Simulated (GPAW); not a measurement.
# Si (P6/mmm) in GPAW: convergence with basis set

Aim: find how far basis set must go before the results for Si settle, at LDA. This setting moves, with any that are tied to it; all else stays.

Program: GPAW 26.7.0. These are calculated values, not measurements. Logs are shortened: lines on timing, memory, paths and dates and some standing lists are left out, and cuts for length are marked. The log counts tension as positive stress, the text compression.

## 1. The crystal as given

Symmetry: P6/mmm, No. 191, hexagonal system. The conventional cell has a = 2.621 Å, b = 2.621 Å, c = 2.466 Å, α = 90.00°, β = 90.00°, γ = 120.00°. Si (site symmetry 6/mmm) is surrounded by 8 Si at 2.47 to 2.62 Å.

This isn't the form of Si at room conditions, which is diamond.

## 2. With basis set lcao:sz(dzp)

Input file run.py:

```python
from ase.dft.bandgap import bandgap
from ase.io import read, write
from gpaw import GPAW

atoms = read('POSCAR')

calc = GPAW(mode='lcao',
            h=0.16,
            basis='sz(dzp)',
            xc='LDA',
            kpts={'size': (12, 12, 11), 'gamma': True},
            occupations={'name': 'fermi-dirac', 'width': 0.05},
            convergence={'density': 1e-05, 'energy': 1e-05},
            maxiter=100,
            txt='gpaw.txt')
atoms.calc = calc
energy = atoms.get_potential_energy()
forces = atoms.get_forces()
calc.write('gs.gpw')
write('result.traj', atoms)
print(f'Energy: {energy:.6f} eV')
print('Forces (eV/A):')
print(forces.round(4))
print('Fermi level:', round(calc.get_fermi_level(), 4), 'eV')
print(f'Gap: {bandgap(calc)[0]:.4f} eV, direct: {bandgap(calc, direct=True)[0]:.4f} eV')
```

Input file POSCAR:

```
Si
1.0
    2.6205428149      0.0000000000      0.0000000000
   -1.3102714075      2.2694566494      0.0000000000
    0.0000000000      0.0000000000      2.4663543900
Si
1
Direct
    0.0000000000      0.0000000000      0.0000000000
```

Potentials or basis: the program's PAW data sets (release 1.2.1) made for this functional, lcao:sz(dzp).

Run with:

```console
> OMP_NUM_THREADS=1 python run.py
```

It took 67 s on 1 thread of Arm Neoverse V1, shared host; peak memory 0.14 GiB.

Results:

```yaml
Free_energy: -4.7688 eV
Band_gap_on_the_k_mesh: none (metal or under the smearing width)
```

## 3. With basis set lcao:szp(dzp)

Changes to run.py since step 2:

```diff
@@ -8,3 +8,3 @@
             h=0.16,
-            basis='sz(dzp)',
+            basis='szp(dzp)',
             xc='LDA',
```

POSCAR is that of step 2.

Potentials or basis: the program's PAW data sets (release 1.2.1) made for this functional, lcao:szp(dzp).

Run with:

```console
> OMP_NUM_THREADS=1 python run.py
```

It took 4.8 min on 1 thread of Arm Neoverse V1, shared host; peak memory 0.15 GiB.

What came out:

```
Free energy            : -5.5012 eV
Band gap on the k mesh : none (metal or under the smearing width)
```

## 4. With basis set lcao:dz(dzp)

Changes to run.py since step 3:

```diff
@@ -8,3 +8,3 @@
             h=0.16,
-            basis='szp(dzp)',
+            basis='dz(dzp)',
             xc='LDA',
```

POSCAR is that of step 3.

Potentials or basis: the program's PAW data sets (release 1.2.1) made for this functional, lcao:dz(dzp).

Run with:

```console
> OMP_NUM_THREADS=1 python run.py
```

It took 93 s on 1 thread of Arm Neoverse V1, shared host; peak memory 0.14 GiB.

What came out:

```
Free energy            : -5.0903 eV
Band gap on the k mesh : none (metal or under the smearing width)
```

## 5. With basis set lcao:dzp

Changes to run.py since step 4:

```diff
@@ -8,3 +8,3 @@
             h=0.16,
-            basis='dz(dzp)',
+            basis='dzp',
             xc='LDA',
```

POSCAR is that of step 4.

Potentials or basis: the program's PAW data sets (release 1.2.1) made for this functional, lcao:dzp.

Run with:

```console
> OMP_NUM_THREADS=1 python run.py
```

Wall time 5.8 min (1 thread of Arm Neoverse V1, shared host); peak memory 0.15 GiB.

It converged, with:

```
Free energy            : -5.6020 eV
Band gap on the k mesh : none (metal or under the smearing width)
```

## 6. With basis set fd

Changes to run.py since step 5:

```diff
@@ -6,5 +6,4 @@
 
-calc = GPAW(mode='lcao',
+calc = GPAW(mode='fd',
             h=0.16,
-            basis='dzp',
             xc='LDA',
@@ -12,2 +11,3 @@
             occupations={'name': 'fermi-dirac', 'width': 0.05},
+            nbands=8,
             convergence={'density': 1e-05, 'energy': 1e-05},
```

POSCAR is that of step 5.

Potentials or basis: the program's PAW data sets (release 1.2.1) made for this functional, fd.

Run with:

```console
> OMP_NUM_THREADS=1 python run.py
```

Wall time 24 s (1 thread of Arm Neoverse V1, shared host); peak memory 0.28 GiB.

Results (log left out):

| Property | Result |
| --- | --- |
| Free energy | -5.7233 eV |
| Band gap on the k mesh | none (metal or under the smearing width) |

## 7. With basis set pw

Changes to run.py since step 6:

```diff
@@ -2,3 +2,4 @@
 from ase.io import read, write
-from gpaw import GPAW
+from ase.units import GPa
+from gpaw import GPAW, PW
 
@@ -6,4 +7,3 @@
 
-calc = GPAW(mode='fd',
-            h=0.16,
+calc = GPAW(mode=PW(600),
             xc='LDA',
@@ -18,2 +18,3 @@
 forces = atoms.get_forces()
+stress = atoms.get_stress()
 calc.write('gs.gpw')
@@ -23,2 +24,3 @@
 print(forces.round(4))
+print('Stress (GPa):', (stress / GPa).round(3))
 print('Fermi level:', round(calc.get_fermi_level(), 4), 'eV')
```

POSCAR is that of step 6.

Potentials or basis: the program's PAW data sets (release 1.2.1) made for this functional, pw.

Run with:

```console
> OMP_NUM_THREADS=1 python run.py
```

gpaw.txt:

```text
__  _  _
 | _ |_)|_||  |
 |__||  | ||/\| - 26.7.0

Input parameters:
  mode=PW(ecut=600.0),
  convergence={'density': 1e-05, 'energy': 1e-05},
  kpts=MonkhorstPack(size=(12, 12, 11), gamma=True),
  maxiter=100,
  nbands=8,
  occupations=Occupations(name='fermi-dirac', width=0.05),
  xc=XC(name='LDA')

Diagonalizing LCAO Hamiltonian
Converting LCAO to pw mode

       Si

Atoms  # Å, Bohr magnetons
|   | symbol |        x |        y |        z |    initial magnetic moments |
|---|--------|----------|----------|----------|-----------------------------|
| 0 |     Si | 0.000000 | 0.000000 | 0.000000 | ( 0.0000,  0.0000,  0.0000) |

Unit cell  # Å
| periodic |         x |        y |        z |  lengths |     angles |
|----------|-----------|----------|----------|----------|------------|
|      yes |  2.620543 | 0.000000 | 0.000000 | 2.620543 |  90.000000 |
|      yes | -1.310271 | 2.269457 | 0.000000 | 2.620543 |  90.000000 |
|      yes |  0.000000 | 0.000000 | 2.466354 | 2.466354 | 120.000000 |

Number of symmetries: 24
Symmetry operations  # r_c * U_cc + t_c -> r_c
|    | kind |            matrix            |
|----|------|------------------------------|
|  0 |  σ   |  1, 1, 0,  0,-1, 0,  0, 0, 1 |
|  1 |  C2  |  1, 1, 0,  0,-1, 0,  0, 0,-1 |
|  2 |  C6  |  1, 1, 0, -1, 0, 0,  0, 0, 1 |
|  3 |  S6  |  1, 1, 0, -1, 0, 0,  0, 0,-1 |
|  4 |  E   |  1, 0, 0,  0, 1, 0,  0, 0, 1 |
|  5 |  σ   |  1, 0, 0,  0, 1, 0,  0, 0,-1 |
|  6 |  σ   |  1, 0, 0, -1,-1, 0,  0, 0, 1 |
|  7 |  C2  |  1, 0, 0, -1,-1, 0,  0, 0,-1 |
|  8 |  σ   |  0, 1, 0,  1, 0, 0,  0, 0, 1 |
|  9 |  C2  |  0, 1, 0,  1, 0, 0,  0, 0,-1 |
| 10 |  C3  |  0, 1, 0, -1,-1, 0,  0, 0, 1 |
| 11 |  S3  |  0, 1, 0, -1,-1, 0,  0, 0,-1 |
| 12 |  C6  |  0,-1, 0,  1, 1, 0,  0, 0, 1 |
| 13 |  S6  |  0,-1, 0,  1, 1, 0,  0, 0,-1 |
| 14 |  σ   |  0,-1, 0, -1, 0, 0,  0, 0, 1 |
| 15 |  C2  |  0,-1, 0, -1, 0, 0,  0, 0,-1 |
| 16 |  σ   | -1, 0, 0,  1, 1, 0,  0, 0, 1 |
| 17 |  C2  | -1, 0, 0,  1, 1, 0,  0, 0,-1 |
| 18 |  C2  | -1, 0, 0,  0,-1, 0,  0, 0, 1 |
| 19 |  i   | -1, 0, 0,  0,-1, 0,  0, 0,-1 |
| 20 |  C3  | -1,-1, 0,  1, 0, 0,  0, 0, 1 |
| 21 |  S3  | -1,-1, 0,  1, 0, 0,  0, 0,-1 |
| 22 |  σ   | -1,-1, 0,  0, 1, 0,  0, 0, 1 |
| 23 |  C2  | -1,-1, 0,  0, 1, 0,  0, 0,-1 |

BZ-sampling:
  Number of BZ points: 1584
  Number of IBZ points: 114

  Monkhorst-Pack size: [12, 12, 11]
  Monkhorst-Pack shift: [0.041666666666666664, 0.041666666666666664, 0.0]

K-points  # in reciprocal-cell coordinates
|     |                                coordinates |     weight |
|-----|--------------------------------------------|------------|
|   0 | ( -0.00000000,  -0.00000000,   0.00000000) | 0.00063131 |
|   1 | ( -0.00000000,  -0.00000000,   0.09090909) | 0.00126263 |
|   2 | ( -0.00000000,  -0.00000000,   0.18181818) | 0.00126263 |
|   3 | ( -0.00000000,  -0.00000000,   0.27272727) | 0.00126263 |
|   4 | ( -0.00000000,  -0.00000000,   0.36363636) | 0.00126263 |
|   5 | ( -0.00000000,  -0.00000000,   0.45454545) | 0.00126263 |
|   6 | (  0.08333333,  -0.00000000,   0.00000000) | 0.00378788 |
|   7 | (  0.08333333,  -0.00000000,   0.09090909) | 0.00757576 |
|   8 | (  0.08333333,  -0.00000000,   0.18181818) | 0.00757576 |
|   9 | (  0.08333333,  -0.00000000,   0.27272727) | 0.00757576 |
| ... |                                            |            |
| 113 | (  0.50000000,   0.50000000,   0.45454545) | 0.00378788 |

Plane wave coefficients: 501
Cutoff: 600.0 eV

Spin-components: 1 (collinear spins)
Bands:           8
Projectors:      5
Spin-degeneracy: 2
Datatype:        complex128

Parallelization:
  kpt:    1
  domain: 1
  band:   1

Density:
  Valence electrons: 4.0
  Components: 1
  Grid points: [15 15 14]
  Charge: 0.0  # |e|

Potential:
  Grid points: [15 15 14]

species:
  Si:
    name:    Silicon
    Z:       14.0
    valence: 4
    core:    10
    charge:  0.0  # [|e|]
    compensation charges:
      type: gauss
      rc: 0.33  # [Å]
      lmax: 2
    cutoffs:
      filter: 1.86  # [Å]
      core: 2.06  # [Å]
    projectors
    | kind |    occ | energy [eV] | rcut [Å] |
    |------|--------|-------------|----------|
    |   3s |  2.000 |     -10.878 |    1.058 |
    |   3p |  2.000 |      -4.162 |    1.058 |
    |    s |        |      16.334 |    1.058 |
    |    p |        |      23.049 |    1.058 |
    |    d |        |       0.000 |    1.058 |

    Using partial waves for Si as LCAO basis

Reference energy: -7858.713183  # eV

eigensolver:
  PPCG
  Converge bands: occupied
  niter=2

density mixing:
  MSR1-Mixer
  Pratt-step length: 0.05
  Maximum mixing coefficient: 0.75
  Old densities: 10
  SVD Regularization: 0.005
  Good broyden scale: 1.0
  Trust region scale: 1.0
  Backstep threshold: 4.0
  History deletion threshold: 6.0
  Fourier metric: weight=20.0, sigma=0.015

occupation numbers:
  Fermi-Dirac:
    width: 0.0500  # eV

poisson solver:
  ecut: 4800.0  # eV

xc functional:
  name: None

convergence criteria:
- Maximum integral of absolute [dens]ity change: 1e-05 electrons / valence electron
- Maximum [total energy] change in last 3 cyles: 1e-05 eV / valence electron
- Maximum integral of absolute [eigenst]ate change: 4e-08 eV^2 / valence electron
maximum number of iterations: 100

SCF iterations
|iter     | |      energy | eigst |  dens |
|---------|-|-------------|-------|-------|
|iter:   1| |   -5.710086 | -0.10 |       |
|iter:   2| |   -5.712012 | -3.17 | -1.13 |
|iter:   3| |   -5.720775 | -3.50 | -1.15 |
|iter:   4| |   -5.721853 | -4.34 | -1.65 |
|iter:   5| |   -5.721841 | -6.45 | -2.82 |
|iter:   6| |   -5.721841c| -7.50c| -3.90 |
|iter:   7| |   -5.721841c| -7.63c| -4.29 |
|iter:   8| |   -5.721841c| -9.02c| -6.20c|

Converged in 8 steps
Energy contributions relative to reference atoms: (reference = -7858.713183)

Energy contributions:
  Kinetic:           6.337211
  Coulomb:          -4.578615
  Zero:             -0.017848
  External:          0.000000
  Xc:               -7.461007
  Entropy:          -0.003163
  Spinorbit:         0.000000
  ----------------------------
  Free energy:      -5.723423
  Extrapolated:     -5.721841

dipole moment: (-2.861734, -4.956669, -5.386709)  # |e|*Ang

Fermi level: 8.760
Eigenvalues  # (at kpt = [-0.000, -0.000, 0.000])
| band index |      eig [eV] | occ [0-2] |
|------------|---------------|-----------|
|          0 |        -5.309 |     2.000 |
|          1 |        16.333 |     0.000 |
|          2 |        16.759 |     0.000 |
|          3 |        19.035 |     0.000 |
|          4 |        19.035 |     0.000 |
|          5 |        21.063 |     0.000 |
|          6 |        21.063 |     0.000 |
|          7 |        26.830 |     0.000 |

No gap
No difference between direct/indirect transitions

Forces  # eV/Ang
|        x |       y |       z |
|----------|---------|---------|
| -0.00000 | 0.00000 | 0.00000 |  # Si   0

Stress tensor  # eV/Ang^3
|        x |        y |         z |
|----------|----------|-----------|
| 0.011815 | 0.000000 |  0.000000 |
| 0.000000 | 0.011815 |  0.000000 |
| 0.000000 | 0.000000 | -0.013685 |

# Writing to gs.gpw (mode='')
```

stdout:

```text
Energy: -5.721841 eV
Forces (eV/A):
[[-0.  0.  0.]]
Stress (GPa): [ 1.893  1.893 -2.193  0.     0.     0.   ]
Fermi level: 8.7597 eV
Gap: 0.0000 eV, direct: 0.0000 eV
```

Wall time 6.9 s (1 thread of Arm Neoverse V1, shared host); peak memory 0.13 GiB.

Results:

```yaml
Free_energy: -5.7234 eV
Pressure: -0.5 GPa
Band_gap_on_the_k_mesh: none (metal or under the smearing width)
```

## 8. The series at a glance

```tsv
basis set	energy less the tightest run, at zero smearing (meV/atom)	SCF cycles	CPU time (s)	peak memory (GiB)
lcao:sz(dzp)	954.61	7	67	0.14
lcao:szp(dzp)	222.00	8	290	0.15
lcao:dz(dzp)	632.72	7	93	0.14
lcao:dzp	121.21	8	350	0.15
fd	0.11	9	24	0.28
pw	0.00	8	6.9	0.13
```

Against the tightest run, the energy stays within 1 meV/atom from fd on. The tightest run that finished is the yardstick and may itself not be fully converged.
